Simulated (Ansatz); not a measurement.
**V_O in SiO2 (P3_121) against the share of exact exchange**

Aim: the (+1/0) level of V_O in SiO2 (P3_121) as a function of the share of exact exchange, with the cost of each choice. The model is a cell of 72 host atoms with 1 O taken out; the atoms are relaxed once and then held.

Main program and level: Ansatz 0.2.0; plane-wave PAW DFT; relaxations with PBEsol, then single points with PBEsol and HSE06 form with several shares of exact exchange, on supercells at fixed charge in a uniform background.

## (1) Set-up

The cell holds 71 atoms: 24 Si and 47 O. Its edges and angles: a = 9.897 Å, b = 9.897 Å, c = 10.883 Å, α = 90.0°, β = 90.0°, γ = 120.0°. It derives from SiO2 (space group P3_121). Nearest the centre at fractional (0.294, 0.427, 0.559): Si10 at 1.62 Å, Si29 at 1.62 Å, O9 at 2.63 Å, O15 at 2.64 Å, O33 at 2.64 Å, O34 at 2.65 Å, O14 at 2.67 Å, O4 at 2.67 Å. The cell carries charge +1.

Structure file:

```xyz
71
Lattice="9.8968 0.0000 0.0000 -4.9484 8.5709 0.0000 0.0000 0.0000 10.8826" Properties=species:S:1:pos:R:3 pbc="T T T"
Si    1.3106    2.2701    0.0000
Si   -1.1636    2.0154    3.6275
Si    2.3271    0.0000    1.8138
O     0.3011    1.7677    4.2735
O     0.7928    3.6623    0.6460
O    -1.0939    3.1409    2.4598
O     1.3803    1.1446    1.1678
O     3.2670    0.6231    2.9815
O     2.7753    2.5178    4.7953
Si    1.3106    2.2701    5.4413
Si   -1.1636    2.0154    9.0688
Si    2.3271    0.0000    7.2551
O     0.3011    1.7677    9.7148
O    -1.0939    3.1409    7.9011
O     1.3803    1.1446    6.6091
O     3.2670    0.6231    8.4228
O     2.7753    2.5178   10.2366
Si   -1.1636    6.5555    0.0000
Si   -3.6378    6.3008    3.6275
Si   -0.1471    4.2855    1.8138
O    -2.1731    6.0531    4.2735
O    -1.6814    7.9478    0.6460
O    -3.5681    7.4263    2.4598
O    -1.0939    5.4300    1.1678
O     0.7928    4.9086    2.9815
O     0.3011    6.8032    4.7953
Si   -1.1636    6.5555    5.4413
Si   -3.6378    6.3008    9.0688
Si   -0.1471    4.2855    7.2551
O    -2.1731    6.0531    9.7148
O    -1.6814    7.9478    6.0873
O    -3.5681    7.4263    7.9011
O    -1.0939    5.4300    6.6091
O     0.7928    4.9086    8.4228
O     0.3011    6.8032   10.2366
Si    6.2591    2.2701    0.0000
Si    3.7848    2.0154    3.6275
Si    7.2756    0.0000    1.8138
O     5.2495    1.7677    4.2735
O     5.7412    3.6623    0.6460
O     3.8545    3.1409    2.4598
O     6.3287    1.1446    1.1678
O     8.2155    0.6231    2.9815
O     7.7237    2.5178    4.7953
Si    6.2591    2.2701    5.4413
Si    3.7848    2.0154    9.0688
Si    7.2756    0.0000    7.2551
O     5.2495    1.7677    9.7148
O     5.7412    3.6623    6.0873
O     3.8545    3.1409    7.9011
O     6.3287    1.1446    6.6091
O     8.2155    0.6231    8.4228
O     7.7237    2.5178   10.2366
Si    3.7848    6.5555    0.0000
Si    1.3106    6.3008    3.6275
Si    4.8013    4.2855    1.8138
O     2.7753    6.0531    4.2735
O     3.2670    7.9478    0.6460
O     1.3803    7.4263    2.4598
O     3.8545    5.4300    1.1678
O     5.7412    4.9086    2.9815
O     5.2495    6.8032    4.7953
Si    3.7848    6.5555    5.4413
Si    1.3106    6.3008    9.0688
Si    4.8013    4.2855    7.2551
O     2.7753    6.0531    9.7148
O     3.2670    7.9478    6.0873
O     1.3803    7.4263    7.9011
O     3.8545    5.4300    6.6091
O     5.7412    4.9086    8.4228
O     5.2495    6.8032   10.2366
```

Known beforehand: the electronic dielectric constant, (2.49, 2.49, 2.52), and the static one, (4.63, 4.63, 4.85), computed on the host (DFPT, PBEsol).

The cell's shortest repeat is 9.9 Å.

## (2) Relaxing both charge states, PBEsol

The study needs fixed structures, so each charge is relaxed once, at one point at (¼, ¼, ¼), from small random displacements that break the symmetry of the site.

The input, qp1_M1.relax/input.yaml:

```yaml
crystal:
  lattice:
    - [4.94841373, 0.0, 0.0]
    - [-2.47420687, 4.285452, 0.0]
    - [0.0, 0.0, 5.44132167]
  atoms:
    - { symbol: Si, position: [0.529715, 0.529715, 0.0] }
    - { symbol: Si, position: [0.0, 0.470285, 0.666667] }
    - { symbol: Si, position: [0.470285, 0.0, 0.333333] }
    - { symbol: O, position: [0.267082, 0.412487, 0.785389] }
    - { symbol: O, position: [0.587513, 0.854595, 0.118722] }
    - { symbol: O, position: [0.145405, 0.732918, 0.452055] }
    - { symbol: O, position: [0.412487, 0.267082, 0.214611] }
    - { symbol: O, position: [0.732918, 0.145405, 0.547945] }
    - { symbol: O, position: [0.854595, 0.587513, 0.881278] }
  supercell: [2, 2, 2]
  defects: [{ vacancy: 13 }]
total_charge: 1
basis:
  ecutwfc: 420
  xc_grid: 2
hamiltonian:
  xc: pbesol
  pseudopotentials: { kind: paw, azcp: { folder: soft_1 }, xc_functional: pbe }
kpoints:
  mp_grid: { grid: [1, 1, 1], shift: [0.25, 0.25, 0.25] }
magnetization:
  spin_polarized: true
  initial_magnetization: 1
  spin_locking: { lock_magnetization: hard }
scf:
  occupations: { method: fixed }
  max_iter: 60
output:
  forces: true
  charged_corrections:
    epsilon: [2.49, 2.49, 2.52]
    static_epsilon: [4.63, 4.63, 4.85]
    defect_position: [0.293757, 0.427297, 0.559361]
relax:
  f_tol: 0.015
  max_steps: 60
  random_displacement: { amplitude: 0.04, seed: 3344 }
checkpoint:
  write: "../qp1_M1.relax.run"
  compress: false
  write_wavefunctions: true
  write_every: 100000
```

On the command line:

```bash
ansatz run input.yaml --threads 32 --pin off --max-ram 84787MiB --backend cuda --events-out ev --progress --plain --runs-dir out --max-vram 78GiB
```

Numbers of over 12 decimals in the logs are rounded to 6 here.

The log of the run:

```text
[... repeated set-up lines and file paths are left out, and long positions are rounded to six places ...]
Engine: ansatz 0.2.0, aarch64-unknown-linux-gnu
Pseudopotentials: kind: paw
Pseudopotential: Si, paw, valence charge 4, recommended cutoff 420 eV (normal), soft_1/Si.paw.azcp
Pseudopotential: O, paw, valence charge 6, recommended cutoff 420 eV (normal), soft_1/O.paw.azcp
Functional definition: PBEsol
  exchange = pbesol_x
  correlation = pbesol_c
[...]
Crystal: 71 atoms, lattice volume = 923.118 Å³
Basis set: ecut = 420 eV, 18049 PW (Γ), exchange–correlation on 144×144×150 points (8 copies of the dense FFT grid, shifted against one another)
Bands: 260, of which v1, the nominal top of the filled ones, is band 189 counted from 1 (188 counted from 0)
Symmetry: 1 space group operations
k-points: 1
Non-local potential: Si, projectors of the file, l = 0: 2, l = 1: 2, l = 2: 1
Non-local potential: O, projectors of the file, l = 0: 2, l = 1: 2, l = 2: 1
PAW form: soft (Blöchl's): semilocal exchange-correlation on the pseudo side does not see the compensation charge
PAW frozen core: Si, regenerated for the run's functional, and the local potential with it (the file was generated under x = pbe(κ = 0.804, μ = 0.219515), c = pbe(β = 0.066725))
PAW frozen core: O, regenerated for the run's functional, and the local potential with it (the file was generated under x = pbe(κ = 0.804, μ = 0.219515), c = pbe(β = 0.066725))
PAW one-centre angular grid: Si, 110 points (default); XC on 64 Gauss nodes
PAW one-centre angular grid: O, 110 points (default); XC on 64 Gauss nodes
Initial density: superposition of atomic densities (chi_scale 0.1, normalization cell, long waves kept (reshape's long-wave potential 0.20 eV rms))
Starting moments: Σ|m| = 1 μB on 71 of 71 sites
Initial wavefunctions: pseudopotential atomic-orbital guess
[...]
Functional: x = pbesol(κ = 0.804, μ = 0.123457), c = pbesol(β = 0.046)
SCF iter   1: F=—  HF=-41393.825527 eV  |Δ(HF+E_count)|=         —  Δρ=6.39e-2 (↑6.26e-2 ↓6.39e-2)  dr2=1.35e2  dr2_m=1.27e-1  M=1.000 μB ∫|m|=1.042 μB  Hψ=1704
preconditioner: auto → Resta (q_TF=auto, 2.350 Å⁻¹)  ε∞=2.8  [insulator: Δε(μ)=2.849 eV  Ē_g=17.746 eV  n_scr=212 (ndim 8)  ℏωp=23.7 eV  f_vac=0.007  ε∞_Penn≈2.8]
spin=Collinear: Resta preconditioning applied to the charge; magnetization (m = ρ↑ − ρ↓) channel mixes plain (no charge-response kernel on spin).
SCF iter   2: F=—  HF=-41362.524091 eV  |Δ(HF+E_count)|=    3.13e1  Δρ=2.91e-2 (↑2.83e-2 ↓2.91e-2)  dr2=2.89e1  dr2_m=6.23e-2  M=1.000 μB ∫|m|=1.033 μB  Hψ=942
[...]
SCF iter   9: F=-41355.903859 eV  HF=-41355.903849 eV  |Δ(HF+E_count)|=   2.02e-5  Δρ=9.78e-6 (↑9.78e-6 ↓9.78e-6)  dr2=2.97e-6  dr2_m=1.77e-8  M=1.000 μB ∫|m|=1.043 μB  Hψ=1930
SCF 1 converged in 9 iterations: F = -41355.903859 eV  dr2 = 2.97e-6
[... from here on, the SCF cycles and remarks between the steps are left out, and one step in 2 is shown ...]
relax step   1: F+E_penalty+E_count = -41355.90385873 eV  Δ(F+E_penalty+E_count) = +0.000e0 eV  max|allowed force component| = 3.745e0 eV/Å  Δτ_max = 0.0000 Å  (9 SCF iters, dr2 threshold 5.63e-6 eV, accepted)
relax step   2: F+E_penalty+E_count = -41357.23353789 eV  Δ(F+E_penalty+E_count) = -1.330e0 eV  max|allowed force component| = 2.337e0 eV/Å  Δτ_max = 0.0345 Å  (6 SCF iters, dr2 threshold 1.00e-4 eV, accepted)
relax step   4: F+E_penalty+E_count = -41358.35718427 eV  Δ(F+E_penalty+E_count) = -5.148e-2 eV  max|allowed force component| = 1.227e-1 eV/Å  Δτ_max = 0.0849 Å  (7 SCF iters, dr2 threshold 2.15e-5 eV, accepted)
relax step   6: F+E_penalty+E_count = -41358.37944288 eV  Δ(F+E_penalty+E_count) = -8.995e-3 eV  max|allowed force component| = 1.197e-1 eV/Å  Δτ_max = 0.0832 Å  (7 SCF iters, dr2 threshold 2.87e-6 eV, accepted)
relax step   8: F+E_penalty+E_count = -41358.38555034 eV  Δ(F+E_penalty+E_count) = -1.507e-3 eV  max|allowed force component| = 5.474e-2 eV/Å  Δτ_max = 0.0270 Å  (8 SCF iters, accepted)
relax step  10: F+E_penalty+E_count = -41358.38629217 eV  Δ(F+E_penalty+E_count) = -5.442e-8 eV  max|allowed force component| = 1.196e-2 eV/Å  Δτ_max = 0.0000 Å  (2 SCF iters, accepted)
[...]
NSCF: frozen V_eff on 1 k-points
[...]
SCF converged after 2 iterations
Magnetization: 1.0000 μB (189.0000 up, 188.0000 down)
Absolute magnetization: 1.0382 μB (∫|ρ↑−ρ↓|, with the PAW one-centre terms)
Spin contamination: 0.0018 ħ² per cell (⟨S²⟩ above its minimum at these occupations)
Per-site moments (μB) at R_I (Å): [(-3.2669250534878454e-6, 0.667296), (0.000282522, 0.663477), (1.4682541517977116e-5, 0.667721), [... 6 left out ...]
Free energy (F): -41358.386292 eV
Harris-Foulkes:  -41358.386292 eV  (|F-HF|=2.31e-8)
Internal energy: -41358.386292 eV  (E = F + TS)
E sigma→0 (E₀):  -41358.386292 eV
Fermi energy:    2.793287 (↑ 2.793287, ↓ 2.176413) eV
--- Per-component energies (eV) ---
  E_band       = -1732.511281
  E_kinetic    = 9100.887235
  E_local      = -23350.456477  (includes V_loc(G=0)·N_el)
  E_nonlocal   = 3004.049353
  E_hartree    = 8539.224497
  E_xc         = -4676.385468
  E_vxc        = -5426.135555  (∫ρ·V_xc dr)
  E_paw        = -19375.238819  (= ΣΔE_a)
  E_vpaw       = -2139.348304  (= ΣTr[D̂ρ^β])
  E_aug_tail   = 0.039173  (compensation charges beyond the density's cutoff)
  E_ewald      = -14602.921777
  E_core_change = 2.415989  (= ΣΔE_core)
  E_smearing   = -0.000000  (= −TS)
  E_closure    = 0.000000  (closes the sum)
  E_deformation_potential = 11.559657  (in the stress; not in F)
  Σ components = -41358.386292   (vs F -41358.386292, Δ=0.00e0)
--- Forces (eV/Å), atoms counted from 1 ---
  atom   1  Si     0.00005422     0.00266430     0.00178458
  atom   2  Si    -0.00957184     0.00229689    -0.00635335
  [... 1 atom left out ...]
  atom   4  O      0.00464945     0.00297313     0.00474197
  [... 2 atoms left out ...]
  [... 65 more lines of this table ...]
  max |Σ_I F_I| component: 4.11e-5 eV/Å
--- Charged-cell corrections in eV (Makov–Payne, q = +1.000 e, ε = [4.630, 4.630, 4.850]) ---
  F (periodic)     = -41358.386292  (uncorrected; the corrections below are reported, never added to it)
  E_corr1          = +0.446639  (monopole, q²α_M/2ε̄L, of the cell on which ε is isotropic)
  F Makov-Payne    = -41357.939653  (F + E_corr1; no measured alignment; for a localised charge, not one spread in a band: unchecked)
  no potential alignment in this run, which stands beside a crystal: run the host's input off ansatz write-host-input, and read the two finished runs by ansatz place-levels (neither reads a slab, a wire or a sheet, whose cell leaves a vacuum)
--- Band table (eV) ---
  k-point 0 ↑: bands = ["-17.0249", "-16.9163", "-16.7718", "-16.7350", "-16.6489", "-16.5739", "-16.5213", "-16.4539", "-16.3580", [... rest cut ...]
  k-point 0 ↓: bands = ["-16.9800", "-16.8652", "-16.7558", "-16.7205", "-16.6403", "-16.5633", "-16.5120", "-16.4439", "-16.3390", [... rest cut ...]
--- Relaxed structure (10 steps of the walk, 10 accepted, 0 SCFs on fresh bases) ---
  F+E_penalty+E_count = -41358.38629217 eV   max|allowed force component| = 1.196e-2 eV/Å
  atoms:
    - { symbol: Si, position: [0.264259, 0.263285, 0.001363] }
    - { symbol: Si, position: [-0.005813, 0.242526, 0.333758] }
    [... 1 atom left out ...]
    - { symbol: O, position: [0.127597, 0.222873, 0.407652] }
    [... 2 atoms left out ...]
  [... 65 more lines of this table ...]
```

It took 7 s on 1 × NVIDIA GB200 with 32 threads of Arm Neoverse V2, shared host; peak memory 1.6 GiB.

Relaxation path:

| step | energy less that of the first step (eV) | largest force component (eV/Å) |
| --- | --- | --- |
| 1 | 0.0000 | 3.7446 |
| 2 | -1.3297 | 2.3370 |
| 3 | -2.4018 | 0.5857 |
| 4 | -2.4533 | 0.1227 |
| 5 | -2.4666 | 0.2142 |
| 6 | -2.4756 | 0.1197 |
| 7 | -2.4802 | 0.0388 |
| 8 | -2.4817 | 0.0547 |
| 9 | -2.4824 | 0.0119 |
| 10 | -2.4824 | 0.0120 |

The atoms that moved most (Å, from the sites as typed, ahead of the random displacement, the mean shift of all atoms taken out):

| atom | dx | dy | dz | length |
| --- | --- | --- | --- | --- |
| O33 | 0.241 | -0.225 | -0.282 | 0.434 |
| O4 | -0.145 | 0.142 | 0.166 | 0.262 |
| O31 | 0.052 | -0.170 | 0.132 | 0.222 |
| O14 | 0.089 | -0.124 | -0.090 | 0.177 |
| O9 | -0.095 | 0.134 | -0.020 | 0.166 |
| O39 | -0.134 | -0.024 | 0.091 | 0.164 |
| O44 | -0.144 | 0.057 | -0.052 | 0.163 |
| O8 | -0.122 | 0.026 | 0.066 | 0.141 |

Neighbours of the ideal centre at the end:

| atom | distance (Å) |
| --- | --- |
| Si29 | 1.556 |
| Si10 | 1.658 |
| O33 | 2.266 |
| O4 | 2.489 |
| O9 | 2.515 |
| O14 | 2.567 |
| O34 | 2.569 |
| O15 | 2.707 |

| charge | moment set (μB) | steps | largest displacement (Å) | time |
| --- | --- | --- | --- | --- |
| 0 | 0 | 7 | 0.56 | 4.1 s |
| +1 | 1 | 10 | 0.43 | 7 s |

The relaxation ends 35 meV an atom lower than the displaced start, with a largest force component of 0.012 eV/Å.

(Continued in part 2 of 2.)

[Logs are printed without paths, hosts, clocks, repeated set-up lines and the standing remarks that a program may print on its own settings, such as how far it seeks lower states.]

[Hosts, paths, dates, database ids (printed as entryN), source tags and the programs' standing remarks are cut or masked in the printed files.]

[Where a table of states has a column of steps, it counts the stored structures, which are thinned; the runs took as many ionic steps or more.]

[For some hosts the program warned that the k-mesh of the response run may be too coarse for force constants and the static dielectric constant; such warnings are not shown here.]
